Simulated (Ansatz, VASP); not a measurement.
**HCl in VASP and in Ansatz**

```
CELL_PARAMETERS angstrom
8.19718 0.00000 0.00000
0.00000 8.19718 0.00000
0.00000 0.00000 8.19718
ATOMIC_POSITIONS crystal
Cl 0.60821 0.86290 0.30231
Cl 0.02408 0.10092 0.06788
Cl 0.01445 0.02483 0.57265
Cl 0.34013 0.21138 0.30316
Cl 0.40777 0.96051 0.70530
Cl 0.49179 0.49808 0.62525
Cl 0.79863 0.35530 0.30565
Cl 0.98290 0.40088 0.73512
Cl 0.16137 0.66167 0.41389
Cl 0.90596 0.67560 0.07550
Cl 0.58990 0.22694 0.96673
Cl 0.36731 0.63704 0.02715
H 0.73197 0.80964 0.21489
H 0.15218 0.13839 0.16174
H 0.05525 0.88159 0.51191
H 0.43837 0.21597 0.17464
H 0.25900 0.01315 0.67310
H 0.47767 0.55901 0.77174
H 0.88178 0.25131 0.21256
H 0.03731 0.48285 0.60917
H 0.07067 0.67415 0.28148
H 0.85293 0.54046 0.15059
H 0.50656 0.13596 0.86223
H 0.45552 0.72411 0.12936
```

Alike in both runs: functional PBE; dispersion D3(BJ); k mesh 1 × 1 × 1; occupations fermi-dirac, width 0.02 eV; no spin polarisation.

Ansatz relaxed the structure, and its values are those at the end. VASP's run is a single point on that final structure, the one shown.

```csv
,VASP,Ansatz
version,VASP 6.6.1,Ansatz 0.2.0
potentials or method,"VASP PAW PBE potentials, release 64 (Cl, H)","scalar-relativistic, plane waves, PAW"
plane-wave cutoff (eV),520,420
valence electrons in the cell,96,96
```

```csv
,VASP,Ansatz,Ansatz less VASP
rms of the force components (eV/Å),0.109,0.062,-0.0469
dispersion energy (meV/atom),-69.6,-69.6,-0.01
```
